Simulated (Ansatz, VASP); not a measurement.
## One calculation of AlN, two programs

File INCAR:

```
PREC = Accurate ; ENCUT = 520
EDIFF = 1E-7 ; ISMEAR = 0
SIGMA = 0.05 ; LREAL = False
LASPH = True ; NELM = 100
ALGO = Normal ; ISIF = 2
LWAVE = False ; LCHARG = False
GGA = PE ; NBANDS = 16
```

KPOINTS

```
Automatic mesh
0
Gamma
  9 9 6
```

POSCAR

```
AlN
1.0
    3.3134793407      0.0000000000      0.0000000000
   -1.6567396703      2.8695572839      0.0000000000
    0.0000000000      0.0000000000      4.1875902417
Al N
2 2
Direct
    0.3381093678      0.6762187355      0.7805460420
    0.6714427011      0.3428854022      0.2805460420
    0.3241333079      0.6482666158      0.1911594770
    0.6574666412      0.3149332825      0.6911594770
```

Input for Ansatz:

```yaml
crystal:
  lattice:
    - [3.3134793407, 0.0, 0.0]
    - [-1.6567396703, 2.8695572839, 0.0]
    - [0.0, 0.0, 4.1875902417]
  atoms:
    - { symbol: Al, position: [0.3381093678, 0.6762187355, 0.780546042] }
    - { symbol: Al, position: [0.6714427011, 0.3428854022, 0.280546042] }
    - { symbol: "N", position: [0.3241333079, 0.6482666158, 0.191159477] }
    - { symbol: "N", position: [0.6574666412, 0.3149332825, 0.691159477] }
basis:
  ecutwfc: 520.0
kpoints:
  mp_grid: { grid: [9, 9, 6] }
hamiltonian:
  xc: pbe
  pseudopotentials: { kind: paw, azcp: { folder: soft_1 } }
scf:
  occupations: { method: gaussian, width: 0.05 }
output:
  forces: true
  stress: true
  eigenvalues: true
```

Change from the starting cell: mode 4 frozen in at -0.246 Å and mode 10 at -0.053 Å (largest displacements).

Alike in both runs: task single point; functional PBE; k mesh 9 × 9 × 6; occupations gaussian, width 0.05 eV; no spin polarisation.

```csv
,VASP,Ansatz
version,VASP 6.6.1,Ansatz 0.2.0
potentials or method,"VASP PAW PBE potentials, release 64 (Al, N)","scalar-relativistic, plane waves, PAW"
plane-wave cutoff (eV),520,520
valence electrons in the cell,16,16
```

|  | VASP | Ansatz | Ansatz less VASP |
| --- | --- | --- | --- |
| gap on the k mesh at the Fermi level (eV) | 3.78 | 3.77 | -0.008 |
| least direct gap on the mesh (eV) | 3.78 | 3.77 | -0.008 |
| pressure (GPa) | 15.3 | 15.4 | +0.11 |
| largest component of the traceless stress (GPa) | 43.06 | 42.78 | -0.274 |
| rms of the force components (eV/Å) | 1.940 | 1.933 | -0.0068 |

Atom by atom the forces differ by 0.007 eV/Å (rms over components).

Caveats: so large a pressure means that the cell lies far from this level's equilibrium, or that cutoff or potentials fall short (VASP); an odd mesh through Γ misses points on the zone boundary, where band edges often lie; forces of over 1 eV/Å show positions far from the minimum, so gaps and moduli don't describe the material at rest.
